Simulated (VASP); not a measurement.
# Sn (Im-3m) in VASP: notebook

Runs on Sn. Level: PBE. Tasks: relaxation of cell and atoms, single point.

Program: VASP 6.6.1. These are calculated values, not measurements. Logs are shortened: lines on timing, memory, paths and dates and some standing lists are left out, and cuts for length are marked.

### 1 The crystal as given

The structure is cubic, space group Im-3m (No. 229). Conventional cell: a = 3.789 Å, b = 3.789 Å, c = 3.789 Å, α = 90.00°, β = 90.00°, γ = 90.00°. Around Sn (site symmetry m-3m) lie 8 Sn at 3.28 Å.

This isn't the form of Sn at room conditions, which is tetragonal (white tin).

### 2 Relaxation of cell and atoms, PBE

The input, INCAR:

```
SYSTEM = Sn
PREC     = Accurate       ! precision mode
ENCUT    = 600            ! plane-wave cutoff, eV
EDIFF    = 1E-6           ! SCF threshold, eV
ISMEAR   = -1             ! smearing method
SIGMA    = 0.05           ! smearing width, eV
LREAL    = .FALSE.        ! projectors in reciprocal space
LASPH    = .TRUE.         ! aspherical terms in the spheres
NELM     = 100            ! most SCF steps
ALGO     = Fast           ! electronic algorithm
ISIF     = 3              ! what is computed and relaxed
LWAVE    = .FALSE.        ! write WAVECAR
LCHARG   = .FALSE.        ! write CHGCAR
GGA      = PE             ! functional
IBRION   = 2              ! ionic algorithm
NSW      = 40             ! ionic steps
EDIFFG   = -0.01          ! ionic threshold
```

The input, KPOINTS:

```
Automatic mesh
0
G
  10 10 10
  0 0 0
```

The input, POSCAR:

```
Sn
1.0
   -1.8946518192      1.8946518192      1.8946518192
    1.8946518192     -1.8946518192      1.8946518192
    1.8946518192      1.8946518192     -1.8946518192
Sn
1
Direct
    0.0000000000      0.0000000000      0.0000000000
```

Potentials or basis: VASP PAW PBE potentials, release 54 (Sn_d).

On the command line:

```bash
> cat potpaw_PBE.54/Sn_d/POTCAR > POTCAR
> mpirun -np 1 vasp_std > vasp.out
```

OUTCAR:

```text
SYSTEM = Sn
   PREC = Accurate
   ENCUT = 600
   EDIFF = 1E-6
   ISMEAR = -1
   LREAL = .FALSE.
   LASPH = .TRUE.
   NELM = 100
   ISIF = 3
   GGA = PE
   IBRION = 2
   NSW = 40
   EDIFFG = -0.01

 ion  position               nearest neighbor table
   1  0.000  0.000  0.000-

  LATTYP: Found a body centered cubic cell.
 ALAT       =     3.7893036384

  Lattice vectors:

 A1 = (  -1.8946518192,   1.8946518192,   1.8946518192)
 A2 = (   1.8946518192,  -1.8946518192,   1.8946518192)
 A3 = (   1.8946518192,   1.8946518192,  -1.8946518192)

Analysis of symmetry for initial positions (statically):
=====================================================================
 Subroutine PRICEL returns:
 Original cell was already a primitive cell.

 Routine SETGRP: Setting up the symmetry group for a
 body centered cubic supercell.

 Subroutine GETGRP returns: Found 48 space group operations
 (whereof 48 operations were pure point group operations)
 out of a pool of 48 trial point group operations.

The static configuration has the point symmetry O_h .

Analysis of symmetry for dynamics (positions and initial velocities):
=====================================================================
 Subroutine PRICEL returns:
 Original cell was already a primitive cell.

 Routine SETGRP: Setting up the symmetry group for a
 body centered cubic supercell.

 Subroutine GETGRP returns: Found 48 space group operations
 (whereof 48 operations were pure point group operations)
 out of a pool of 48 trial point group operations.

The dynamic configuration has the point symmetry O_h .

 Subroutine INISYM returns: Found 48 space group operations
 (whereof 48 operations are pure point group operations),
 and found     1 'primitive' translations

----------------------------------------------------------------------------------------

                                     Primitive cell

  volume of cell :      27.2050

  direct lattice vectors                    reciprocal lattice vectors
    -1.894651819  1.894651819  1.894651819     0.000000000  0.263900731  0.263900731
     1.894651819 -1.894651819  1.894651819     0.263900731  0.000000000  0.263900731
     1.894651819  1.894651819 -1.894651819     0.263900731  0.263900731  0.000000000

  length of vectors
     3.281633214  3.281633214  3.281633214     0.373211993  0.373211993  0.373211993

  position of ions in fractional coordinates (direct lattice)
     0.000000000  0.000000000  0.000000000

  ion indices of the primitive-cell ions
   primitive index   ion index
                 1           1

----------------------------------------------------------------------------------------

 KPOINTS: Automatic mesh

Automatic generation of k-mesh.
 Grid dimensions read from file:
 generate k-points for:   10   10   10

 Generating k-lattice:

  Cartesian coordinates                     Fractional coordinates (reciprocal lattice)
     0.000000000  0.026390073  0.026390073     0.100000000  0.000000000  0.000000000
     0.026390073  0.000000000  0.026390073     0.000000000  0.100000000  0.000000000
     0.026390073  0.026390073  0.000000000     0.000000000  0.000000000  0.100000000

  Length of vectors
     0.037321199  0.037321199  0.037321199

  Shift w.r.t. Gamma in fractional coordinates (k-lattice)
     0.000000000  0.000000000  0.000000000

 Subroutine IBZKPT returns following result:
 ===========================================

 Found     47 irreducible k-points:

 Following reciprocal coordinates:
            Coordinates               Weight
  0.000000  0.000000  0.000000      1.000000
  0.100000  0.000000  0.000000     12.000000
  0.200000  0.000000  0.000000     12.000000
  0.300000  0.000000  0.000000     12.000000
  0.400000  0.000000  0.000000     12.000000
  0.500000  0.000000  0.000000      6.000000
[... 16 lines left out ...]
  0.300000  0.300000  0.100000      8.000000
 -0.300000  0.300000  0.100000     24.000000
 [... further k-points ...]
   k-points           NKPTS =     47   k-points in BZ     NKDIM =     47   number of bands    NBANDS=     11
   number of dos      NEDOS =    301   number of ions     NIONS =      1
   total plane-waves  NPLWV =  21952
   dimension x,y,z NGX =    28 NGY =   28 NGZ =   28
   dimension x,y,z NGXF=    56 NGYF=   56 NGZF=   56
   ions per type =               1
   NGX,Y,Z   is equivalent  to a cutoff of  14.18, 14.18, 14.18 a.u.
   NGXF,Y,Z  is equivalent  to a cutoff of  28.37, 28.37, 28.37 a.u.
 SYSTEM =  Sn
   PREC   = accura    normal or accurate (medium, high low for compatibility)
   ISTART =      0    job   : 0-new  1-cont  2-samecut
   ICHARG =      2    charge: 1-file 2-atom 10-const
   ISPIN  =      1    spin polarized calculation?
   LNONCOLLINEAR =      F non collinear calculations
   LSORBIT =      F    spin-orbit coupling
   LASPH  =      T    aspherical Exc in radial PAW
   ENCUT  =  600.0 eV  44.10 Ry    6.64 a.u.   6.55  6.55  6.55*2*pi/ulx,y,z
   NELM   =    100;   NELMIN=  2; NELMDL= -5     # of ELM steps
   EDIFF  = 0.1E-05   stopping-criterion for ELM
   LREAL  =      F    real-space projection
   EDIFFG = -.1E-01   stopping-criterion for IOM
   NSW    =     40    number of steps for IOM
   IBRION =      2    ionic relax: 0-MD 1-quasi-New 2-CG
   NFREE  =      1    steps in history (QN), initial steepest desc. (CG)
   ISIF   =      3    stress and relaxation
   ISYM   =      2    0-nonsym 1-usesym 2-fastsym
   POTIM  = 0.5000    time-step for ionic-motion
   TEBEG  =    0.0;   TEEND  =   0.0 temperature during run
   PSTRESS=    0.0 pullay stress
   NELECT =      14.0000    total number of electrons
   NUPDOWN=      -1.0000    fix difference up-down
   EMIN   =  10.00;   EMAX   =-10.00  energy-range for DOS
   EFERMI =   0.00;   METHOD = LEGACY
   ISMEAR =    -1;   SIGMA  =   0.05  broadening in eV -4-tet -1-fermi 0-gaus
   EFERMI_NEDOS =   21; number of points for ismear=-14 and -15
   IALGO  =     68    algorithm
   IMIX   =      4    mixing-type and parameters
     AMIX     =   0.40;   BMIX     =  1.00
     AMIX_MAG =   1.60;   BMIX_MAG =  1.00
  volume/ion in A,a.u.               =      27.20       183.59
  Fermi-wavevector in a.u.,A,eV,Ry     =   1.311902  2.479136 23.416813  1.721087
  Thomas-Fermi vector in A             =   2.442332
   LORBIT       =      0    0 simple, 1 ext, 2 COOP (PROOUT), +10 PAW based schemes
   GGA     = PE    functional components
   LHFCALC =     F    Hartree Fock is set to
   AEXX    =    0.0000 exact exchange contribution
   IVDW    =     0    specifies the selected vdW correction
   LEPSILON=     F    determine dielectric tensor
   LRPA    =     F    only Hartree local field effects (RPA)
 conjugate gradient relaxation of ions
 non-spin polarized calculation
 RMM-DIIS sequential band-by-band and
  energy-cutoff  :      600.00
  volume of cell :       27.20
 maximum number of plane-waves:       935
 NGX is ok and might be reduce to    28
   NGX = 13   NGY = 13   NGZ = 13

--------------------------------------- Ionic step        1  -------------------------------------------

 number of electron      13.9999996 magnetization

 Free energy of the ion-electron system (eV)
  ---------------------------------------------------
  ext. energy  EPLUGINS =         0.00000000
  ---------------------------------------------------
  free energy    TOTEN  =        -3.76233303 eV

  energy without entropy =       -3.75504098  energy(sigma->0) =       -3.75868701

------------------------ aborting loop because EDIFF is reached ----------------------------------------

  FORCE on cell =-STRESS in cart. coord.  units (eV):
  Direction    XX          YY          ZZ          XY          YZ          ZX
  --------------------------------------------------------------------------------------
  -------------------------------------------------------------------------------------
  Total        0.1165286      0.1165286      0.1165286      0.0000000      0.0000000      0.0000000
  in kB        6.8626965      6.8626965      6.8626965      0.0000000      0.0000000      0.0000000
  external PRESSURE =       6.8626965 kB  Pullay stress =       0.0000000 kB
[... 125 lines left out ...]
  energy  without entropy=       -3.7555784651  energy(sigma->0) =       -3.75931855

--------------------------------------- Ionic step        5  -------------------------------------------

 number of electron      13.9999996 magnetization

 Free energy of the ion-electron system (eV)
  ---------------------------------------------------
  ext. energy  EPLUGINS =         0.00000000
  ---------------------------------------------------
  free energy    TOTEN  =        -3.76306264 eV

  energy without entropy =       -3.75559318  energy(sigma->0) =       -3.75932791

 E-fermi :   7.8770     XC(G=0): -10.2984

 val. band max:        7.7813751329   @ k =   0.2000   0.2000   0.0000
 cond. band min:       7.8774588561   @ k =   0.3000   0.0000   0.0000
 fundamental gap:      0.0960837232
 Fermi energy:         7.8769838709

 k-point     1 :       0.0000    0.0000    0.0000
  band No.  band energies     occupation
      1     -13.6508      2.00000
      2     -13.6508      2.00000
      3     -13.6508      2.00000
      4     -13.5188      2.00000
      5     -13.5188      2.00000
      6      -3.0693      2.00000
      7      15.7391      0.00000
      8      15.7391      0.00000
      9      15.7391      0.00000
     10      19.9944      0.00000
     11      19.9944      0.00000
[... 309 lines left out ...]
 k-point    24 :      -0.3000    0.3000    0.1000
  band No.  band energies     occupation
      1     -13.6580      2.00000
      2     -13.6148      2.00000
      3     -13.5494      2.00000
      4     -13.5270      2.00000
      5     -13.5159      2.00000
      6      -0.9225      2.00000
      7       8.0544      0.05596
      8      11.7095      0.00000
      9      13.0027      0.00000
     10      16.8359      0.00000
     11      17.8473      0.00000

 [... further k-points ...]
[... 5 lines left out ...]
  --------------------------------------------------------------------------------------
  -------------------------------------------------------------------------------------
  Total        0.0084881      0.0084881      0.0084881     -0.0000000     -0.0000000      0.0000000
  in kB        0.4929024      0.4929024      0.4929024     -0.0000000     -0.0000000      0.0000000
  external PRESSURE =       0.4929024 kB  Pullay stress =       0.0000000 kB
[... 16 lines left out ...]
  FREE ENERGIE OF THE ION-ELECTRON SYSTEM (eV)
  ---------------------------------------------------
  free  energy   TOTEN  =        -3.7630626380 eV

  energy  without entropy=       -3.7555931776  energy(sigma->0) =       -3.75932791

 reached required accuracy - stopping structural energy minimisation
```

Wall time 98 s (1 thread of Intel Xeon Platinum 8175M at 2.50GHz (Skylake/Cascade Lake), shared host); peak memory 0.17 GiB.

Results:

* Free energy: -3.7631 eV
* Relaxed volume: 27.59 Å³/atom
* Relaxed cell: a = 3.297 Å, b = 3.297 Å, c = 3.297 Å, α = 109.47°, β = 109.47°, γ = 109.47°
* Space group after relaxing (to 0.05 Å): Im-3m (No. 229)
* Energy gained by relaxing: 0.7 meV/atom
* Ionic steps: 5
* Pressure after relaxing: 0.0 GPa
* Band gap on the k mesh: none (metal or under the smearing width)

The path:
| step | energy change (eV) | largest force (eV/Å) | pressure (GPa) | volume (Å³) |
| --- | --- | --- | --- | --- |
| 1 | 0.0000 | 0.0000 | 0.69 | 27.20 |
| 2 | -0.0007 | 0.0000 | -0.13 | 27.67 |
| 3 | -0.0007 | 0.0000 | 0.11 | 27.57 |
| 4 | -0.0007 | 0.0000 | -0.16 | 27.62 |
| 5 | -0.0007 | 0.0000 | 0.05 | 27.59 |

Final structure:
```
Sn
1.0
    -1.90356    1.90356    1.90356
     1.90356   -1.90356    1.90356
     1.90356    1.90356   -1.90356
Sn
1
Direct
  0.00000 0.00000 0.00000
```

Levels at points of the mesh, in eV from the Fermi level:
```csv
k point,band 3,band 4,band 5,band 6,band 7,band 8,band 9,band 10,band 11
"(0.00, 0.00, 0.00)",-21.53,-21.40,-21.40,-10.95,7.86,7.86,7.86,12.12,12.12
"(0.50, 0.00, 0.00)",-21.40,-21.40,-21.32,-6.36,-4.31,3.59,5.42,7.90,8.23
"(0.50, 0.50, 0.50)",-21.34,-21.34,-21.34,-2.53,-0.43,-0.43,-0.43,3.87,3.87
```

### 3 Relaxation of cell and atoms, PBE

INCAR is that of step 2.

KPOINTS is that of step 2.

POSCAR is that of step 2.

Potentials or basis: VASP PAW PBE potentials, release 54 (Sn).

On the command line:

```bash
> cat potpaw_PBE.54/Sn/POTCAR > POTCAR
> mpirun -np 1 vasp_std > vasp.out
```

Wall time 29 s (1 thread of Intel Xeon Platinum 8175M at 2.50GHz (Skylake/Cascade Lake), shared host); peak memory 0.17 GiB.

Results (log left out):

| Quantity | Value |
| --- | --- |
| Free energy | -3.7548 eV |
| Relaxed volume | 27.53 Å³/atom |
| Relaxed cell | a = 3.295 Å, b = 3.295 Å, c = 3.295 Å, α = 109.47°, β = 109.47°, γ = 109.47° |
| Space group after relaxing (to 0.05 Å) | Im-3m (No. 229) |
| Energy gained by relaxing | 0.4 meV/atom |
| Ionic steps | 2 |
| Pressure after relaxing | -0.1 GPa |
| Band gap on the k mesh | none (metal or under the smearing width) |

Step by step:
| step | energy change (eV) | largest force (eV/Å) | pressure (GPa) | volume (Å³) |
| --- | --- | --- | --- | --- |
| 1 | 0.0000 | 0.0000 | 0.48 | 27.20 |
| 2 | -0.0004 | 0.0000 | -0.06 | 27.53 |

Final structure:
```
CELL_PARAMETERS angstrom
-1.90215 1.90215 1.90215
1.90215 -1.90215 1.90215
1.90215 1.90215 -1.90215
ATOMIC_POSITIONS crystal
Sn 0.00000 0.00000 0.00000
```

Levels at points of the mesh, in eV from the Fermi level:
```csv
k point,band 1,band 2,band 3,band 4,band 5,band 6
"(0.00, 0.00, 0.00)",-10.96,7.90,7.90,7.90,12.18,12.18
"(0.50, 0.00, 0.00)",-6.38,-4.33,3.60,5.44,7.86,8.14
"(0.50, 0.50, 0.50)",-2.50,-0.43,-0.43,-0.43,3.86,3.86
```

### 4 Single point, PBE

The input, INCAR:

```
PREC     = Accurate       # precision mode
ENCUT    = 500            # plane-wave cutoff, eV
EDIFF    = 1E-6           # SCF threshold, eV
ISMEAR   = 0              # smearing method
SIGMA    = 0.1            # smearing width, eV
LREAL    = F              # projectors in reciprocal space
LASPH    = T              # aspherical terms in the spheres
NELM     = 60             # most SCF steps
ALGO     = Normal         # electronic algorithm
ISIF     = 2              # what is computed and relaxed
LWAVE    = F              # write WAVECAR
LCHARG   = F              # write CHGCAR
GGA      = PE             # functional
```

The input, KPOINTS:

```
regular mesh
0
Gamma
  10 10 10
```

The input, POSCAR:

```
Sn
3.2816
   -0.577356112628      0.577356112628      0.577356112628
    0.577356112628     -0.577356112628      0.577356112628
    0.577356112628      0.577356112628     -0.577356112628
Sn
1
Direct
    0.0000000000      0.0000000000      0.0000000000
```

Potentials or basis: VASP PAW PBE potentials, release 64 (Sn).

On the command line:

```bash
> cat potpaw_PBE.64/Sn/POTCAR > POTCAR
> mpirun -np 1 vasp_std > vasp.out
```

Run time: 4.7 s. Hardware: 1 thread of Intel Xeon Platinum 8259CL at 2.50GHz (Skylake/Cascade Lake), shared host; peak memory 0.14 GiB.

It converged, with:

```
Free energy            : -3.7530 eV
Pressure               : 0.5 GPa
Band gap on the k mesh : none (metal or under the smearing width)
```

Levels at points of the mesh, in eV from the Fermi level:
```csv
k point,band 1,band 2,band 3,band 4,band 5,band 6
"(0.00, 0.00, 0.00)",-11.05,8.01,8.01,8.01,12.20,12.20
"(0.50, 0.00, 0.00)",-6.40,-4.39,3.64,5.48,7.92,8.18
"(0.50, 0.50, 0.50)",-2.43,-0.45,-0.45,-0.45,3.86,3.86
```

[end of part 1 of 2]
